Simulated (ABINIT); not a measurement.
Crystal: TePt.

```
Pt Te
1.0
     4.26288    0.00000    0.00000
    -2.13144    3.69176    0.00000
     0.00000    0.00000    5.66177
Pt Te
2 2
Direct
  0.00000 0.00000 0.00000
  0.00000 0.00000 0.50000
  0.33333 0.66667 0.25000
  0.66667 0.33333 0.75000
```

Measurements of this composition are mostly on another form, of space group No. 166.

```yaml
Program: ABINIT 10.8.3 (patched build)
Task: relaxation of cell and atoms
Functional: PBEsol
Potentials_or_basis: PseudoDojo NC SR PBEsol v0.4.1 standard
Cutoff: 1143 eV
k_mesh: 4 × 4 × 3
Occupations: fermi-dirac, width 0.05 eV
Spin: no spin polarisation
```

At the start: pressure -4.6 GPa; volume 22.28 Å³/atom.

Question: Where does the relaxation end?

Answer: Over 7 steps the energy falls by 14.1 meV/atom and the volume is 21.49 Å³/atom (-3.5 %); space group P6_3/mmc (No. 194, to 0.05 Å).

The path:
```
step  energy change (eV)  largest force (eV/Å)  pressure (GPa)  volume (Å³)
   1              0.0000                0.0000           -4.59        89.10
   2             -0.0315                0.0000           -2.93        87.86
   3             -0.0536                0.0000            0.42        85.65
   4             -0.0544                0.0000            0.20        85.79
   5             -0.0563                0.0000           -0.18        86.05
   6             -0.0566                0.0000           -0.09        86.00
   7             -0.0566                0.0000           -0.01        85.96
```

Final structure:
```
Pt Te
1.0
     4.23973    0.00000    0.00000
    -2.11987    3.67172    0.00000
     0.00000    0.00000    5.52165
Pt Te
2 2
Direct
  0.00000 0.00000 0.00000
  0.00000 0.00000 0.50000
  0.33333 0.66667 0.25000
  0.66667 0.33333 0.75000
```

Caveat: the k mesh is coarse (spacing up to 0.43 Å⁻¹), so the values aren't converged.
